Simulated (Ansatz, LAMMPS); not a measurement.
# Structural relaxation of a frame of liquid Al2O3 from 3000 K (175 atoms), part 2 of 2

Wanted: the relaxed structure of a frame of liquid Al2O3 from 3000 K (175 atoms) and its electronic structure.

Ansatz 0.2.0; Kohn-Sham DFT, revPBE, PAW (set soft_2), plane waves.

The cell: 70 Al and 105 O. The network of bonds at the start is that of the classical potential that made the cell. Only the Γ point is sampled, in a cell whose shortest periodic width is 13 Å.

So far, density (g/cm³): step 5 (structure statistics after relaxation) 2.78.

### 6. Single point at the relaxed geometry (continued)

Electrostatic potential energy in the ab plane at fractional z = 0.313, with atoms of Al and O within 0.2 Å of it. With pseudopotentials it is smooth inside the atoms' cores, unlike the true potential.

Ten even steps from '0' (-30 eV) to '9' (11 eV), each cell a mean:
```
998887313776554479999999999998768899
998886000554545899999999999996116999
999888656754545899999312799997337999
999999999876567899998100699999999999
999999999998313899999867999999999999
999999999998302899999999999999866899
888888999999877899999999988778400288
888756899998877889999999864555511488
888877889987788899999999855775688998
999988888830279999999999865555799999
999998776731389999999999998436899999
999997545467899999899999996001788899
999997467547899988778899998424765679
999997555468899987678899999998754578
999998876326888888788999899999866689
999998884001788899999987667887788889
865787676336888899999875454662267778
500177678999999999999864564576655546
622488889999999998888886555788746754
899999999999999875557865688999855545
999999999999999745655721499997213778
999999999999999745645777899995001899
999988999999997565557899999998546899
999888899999871038889999999999888899
```
Columns run along a (12.9 Å; values clipped at the 3rd and 97th percentile), rows up along b (12.9 Å). Atoms in or near the plane, at fractional coordinates: Al at (0.77, 0.64), Al at (0.50, 0.12), Al at (0.92, 0.22), Al at (0.22, 0.47), O at (0.78, 0.51), O at (0.20, 0.94), O at (0.62, 0.86), O at (0.06, 0.25), O at (0.28, 0.35), O at (0.86, 0.10), O at (0.89, 0.71).

Valence density in the ab plane at fractional z = 0.313, with atoms of Al and O within 0.2 Å of it. It is the smooth field of the valence electrons, not physical close to the nuclei.

Ten steps, logarithmic in the rise over the least value, from '0' (0.0 e/Å³) to '9' (6.3 e/Å³), each cell a mean:
```
111135787532357763100111000124554311
001136898642134431012454310136886310
001124676432222210024798631135775310
111111222223454310125899631112332100
122210000125787521013566421001222111
122211100025787521001222111112466531
112344310013455310000001112224799852
123566421122222100000000122124688742
113455422345532100000000111112444321
001233222478853100011100012333221100
000011123578752100011100124676421000
100012212345431001111100136998532111
211123211122110123321100025787532333
311233323443211235542100012343322444
211222336786421245542110001122322333
222222247998531123321111112345543222
467642235786421111111122112467764223
699853222332111111000122112356653224
688742111000012322111233322223331113
344321110000012332223466642113444222
111000110000001221123578742136887521
000000000000012332113456531137998521
111111111000246654211122110125776421
111123443211368875210000000012343211
```
Columns run along a (12.9 Å), rows up along b (12.9 Å). Atoms in or near the plane, at fractional coordinates: Al at (0.77, 0.64), Al at (0.50, 0.12), Al at (0.92, 0.22), Al at (0.22, 0.47), O at (0.78, 0.51), O at (0.20, 0.94), O at (0.62, 0.86), O at (0.06, 0.25), O at (0.28, 0.35), O at (0.86, 0.10), O at (0.89, 0.71).

Mean Löwdin charges: Al +1.36, O -0.84 e (they miss 0.85 % of the electrons, so they add up to more than the cell's charge). The largest share in the top eV of filled states is O p (97 % of the projected weight), and in the lowest eV of empty states Al s (64 % of the projected weight).

The surroundings of O116, picked at random, nearest first, numbered as they follow in the input and with coordinates relative to it.

```csv
atom,x,y,z,distance (Å),bonds,Löwdin charge (e)
O116,0.00,0.00,0.00,0.00,3,-0.81
Al31,-1.59,-0.75,0.52,1.84,4,1.37
Al21,0.20,1.85,0.09,1.86,4,1.38
Al7,1.47,-1.08,-1.17,2.17,5,1.36
O150,1.23,0.37,-2.35,2.68,3,-0.85
O80,1.64,-2.27,0.19,2.81,3,-0.82
O140,1.90,2.05,-0.44,2.83,3,-0.85
O175,-2.83,0.16,-0.40,2.86,3,-0.83
O105,0.79,-0.06,2.80,2.91,3,-0.84
Al52,1.68,-1.43,1.92,2.93,5,1.33
O172,-1.80,-0.32,2.30,2.94,3,-0.85
```

The column of bonds counts only the pairs O-Al within 2.49 Å; other neighbours, such as metal atoms beside each other in a compound, aren't counted, and periodic images can show an atom twice.

### 7. Changed: scf.convergence.dr2_threshold = 1e-11

Changed here: scf.convergence.dr2_threshold = 1e-11.

input.yaml reads:

```yaml
crystal:
  lattice:
    - [12.8697, 0.0, 0.0]
    - [0.0, 12.8697, 0.0]
    - [0.0, 0.0, 12.8697]
  atoms:
    [... the 175 atom lines of step 3 ...]
kpoints:
  mp_grid: { grid: [1, 1, 1] }
hamiltonian:
  xc: revpbe
scf:
  occupations: { method: gaussian, width: 0.025 }
  convergence: { dr2_threshold: 1.0e-11 }
output:
  forces: true
  stress: true
  populations: true
  dos:
    method: { smearing: { sigma: 0.08 } }
    de: 0.1
    projected: { site_lists: { Al: [Al], O: [O] } }
  eigenvalues: true
```

Run with:

```bash
ansatz run input.yaml --threads 4 --pin off --max-ram 8192MiB --backend cpu --events-out ev --progress --plain --runs-dir out
```

It took 61 s on 4 threads of AMD EPYC 7R43, shared host; peak memory 3.3 GiB.

Geometry and reference: those of the single point at the start.

Forces differ from those of the single point at the start by 0.009 meV/Å r.m.s., 3.0e-4 % of their size. It took 1.1 times the reference's time (shared host, so rough).

### 8. Outcome

- energy change in the relaxation: -600.6 meV/atom
- r.m.s. displacement: 0.843 Å
- largest displacement: 2.074 Å
- free energy per atom: -558.3488 eV/atom
- pressure: -1.411 GPa
- r.m.s. force component: 0.00603 eV/Å
- gap (highest filled to lowest empty level): 2.864 eV
- wall time of the 4 DFT runs: 21 min

What this shows: Relaxation lowers the energy by 601 meV/atom and moves atoms by 0.84 Å r.m.s.; the r.m.s. force component goes from 3.2 to 0.0060 eV/Å, the pressure goes from 11 to -1.4 GPa, and the gap from 0.901 to 2.86 eV. By the final cutoffs 35 of 303 bonded pairs parted and 40 joined. From the first step to the last the energy fell by 105.101 eV, and the largest move was 2.07 Å (O166). The O-Al bonds go from 1.886 Å (spread 0.232) to 1.856 Å (spread 0.107), and their number from 303 to 308. Counting bonds as in the table, 60 % of Al atoms have 4 and 88 % of O atoms have 3 bonded neighbours. 10 % of the oxygens bridge two formers (Al) and 0 % are non-bridging; 88 % join three; 3 % join four. Filled and empty levels are parted by 2.86 eV (at Γ alone); a semilocal functional tends to put such gaps too low. In a disordered cell it changes from sample to sample and from frame to frame.

Caveats: The network of bonds at the start is that of the classical potential that made the cell; in DFT 35 of its 303 bonded pairs passed out of the cutoffs and 40 came within them.

[Logs are printed without paths, hosts, clocks, repeated set-up lines and the standing remarks that a program may print on its own settings, such as how far it seeks lower states.]

[Hosts, paths, dates, database ids (printed as entryN), source tags and the programs' standing remarks are cut or masked in the printed files.]
